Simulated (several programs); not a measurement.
# AgBr (Fm-3m) from semi-empirical methods to plane-wave DFT

A 4-atom cell of AgBr (Fm-3m) from a materials database, relaxed with r2SCAN in Ansatz, was computed with several methods. Space group Fm-3m (No. 225), cubic; a = 5.786 Å in the conventional setting, 24.21 Å³ an atom. Ag is surrounded by 6 Br at 2.89 Å; Br is surrounded by 6 Ag at 2.89 Å. The values are computed, spin-unpolarised, and not measurements.

```
CELL_PARAMETERS angstrom
4.09212 0.00000 0.04146
0.00000 4.09190 0.00000
-0.05767 0.00000 5.78353
ATOMIC_POSITIONS crystal
Ag 0.74997 0.75000 0.74998
Ag 0.25003 0.25000 0.25002
Br 0.24998 0.25000 0.75000
Br 0.75002 0.75000 0.25000
```

Gaps and times are for a single point on this cell; volume and bulk modulus come from each method's own relaxation or energy curve at fixed shape. Times are rough, from shared hosts (Arm Neoverse N1; Arm Neoverse V1), and each method has its own mesh and cell size. The energy curve of PM7 (MOPAC) is jagged, so its SCF state, and with it the gap, is in doubt. PM6 (MOPAC), PM7 (MOPAC), GFN1-xTB (tblite), GFN2-xTB (tblite) treat a cluster of cells at its zone centre, which samples few k points: where these miss a band edge, the gap comes out too large for that reason alone. Gaps from k meshes are read at a limited set of points (mesh, symmetry points, PBE's band edges), so each method's own least gap may be somewhat smaller. xTB and the PM methods were fitted mostly to molecules, and can miss a solid's gap by electronvolts. Minimal bases can be far off for gaps. Times of the plane-wave ladder aren't listed, since it ran on unlike processors and cards. GLLB-SC's gap includes the derivative discontinuity. d marks a direct gap, i an indirect one (no mark: not told apart), a dash a value that wasn't computed or didn't pass its checks.

```
                              method              kind  gap (eV)  own volume (Å³/atom)  bulk modulus (GPa)  atoms computed  processor time
                              PBEsol         semilocal         –                 22.84                   –               4               –
light PBE (260 eV and a coarse mesh)  light plane-wave    0.74 i                     –                   –               4           1.4 s
                   GFN1-xTB (tblite)     tight binding      1.67                 25.83                  54         cluster           1.4 s
                   GFN2-xTB (tblite)     tight binding      3.70                 24.34                  46         cluster           2.7 s
                      PBE/SZV (CP2K)       small basis    0.54 i                     –                   –               4           7.3 s
                                 PBE         semilocal    0.68 i                 24.93                  39               4               –
                         PM6 (MOPAC)    semi-empirical      2.19                     –                   –         cluster            14 s
                                 LDA         semilocal    0.38 i                 21.77                   –               4               –
                              r2SCAN         semilocal    1.29 i                 24.21                  45               4               –
                     PBE/DZVP (CP2K)       small basis    0.69 i                 25.43                  37               4            28 s
                         PM7 (MOPAC)    semi-empirical      3.00                     –                   –         cluster            39 s
              PBE/single zeta (GPAW)       small basis    0.39 i                     –                   –               4            41 s
                      GLLB-SC (GPAW)   model potential      1.84                     –                   –               4            56 s
                             PBE+SOC         semilocal    0.59 i                     –                   –               4               –
                                PBE0            hybrid    2.69 i                     –                   –               4               –
                               HSE06            hybrid    2.03 i                 24.80                   –               4               –
                        Hartree-Fock    exact exchange    9.52 i                     –                   –               4               –
                            DDH-PBE0            hybrid    2.00 i                     –                   –               4               –
                             r2SCANh            hybrid    2.01 i                     –                   –               4               –
```

Against HSE06 (2.03 eV) and with closed or daggered gaps left aside, the nearest gap at the points sampled is that of r2SCANh (-0.02 eV) and the farthest that of Hartree-Fock (+7.49 eV). HSE06 is only a yardstick of convenience, and nearness to it can be luck.

Volumes against r2SCAN's: PBEsol -5.7 %, GFN1-xTB (tblite) +6.7 %, GFN2-xTB (tblite) +0.5 %, PBE +3.0 %, LDA -10.1 %, PBE/DZVP (CP2K) +5.0 %, HSE06 +2.4 %.

Only the rows marked +SOC include spin-orbit coupling.
